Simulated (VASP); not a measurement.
A run of VASP 6.6.1:

INCAR

```
PREC = Accurate
ENCUT = 520
EDIFF = 1E-6
ISMEAR = 0
SIGMA = 0.1
LREAL = False
LASPH = True
NELM = 100
ALGO = Fast
ISIF = 2
LWAVE = False
LCHARG = True
LDIPOL = True
IDIPOL = 3
DIPOL = 0.5 0.5 0.500
GGA = PE
LELF = True
LVHAR = True
LVACPOTAV = True
NBANDS = 12
```

The input KPOINTS:

```
regular mesh
0
Gamma
  9 9 1
```

Contents of POSCAR:

```
Mg
1.0
    3.2100692859      0.0000000000      0.0000000000
   -1.6050346429      2.7800015495      0.0000000000
    0.0000000000      0.0000000000     21.7068694491
Mg
4
Direct
    0.6666666667      0.3333333333      0.3224785599
    0.3333333333      0.6666666667      0.4408261866
    0.6666666667      0.3333333333      0.5575209569
    0.3333333333      0.6666666667      0.6778857940
```

Potentials or basis: VASP PAW PBE potentials, release 64 (Mg).

Run with:

```console
$ cat potpaw_PBE.64/Mg/POTCAR > POTCAR
$ mpirun -np 1 vasp_std > vasp.out
```

Hardware: 1 thread of Intel(R) Xeon(R) 6975P-C (Granite Rapids) (shared host).

**Question.** How long does it take, and how much memory?

**Answer.** It took 20 s on 1 thread of Intel(R) Xeon(R) 6975P-C (Granite Rapids) (shared host), peak memory 0.28 GiB. Counts: scf iterations 19, k points 12.
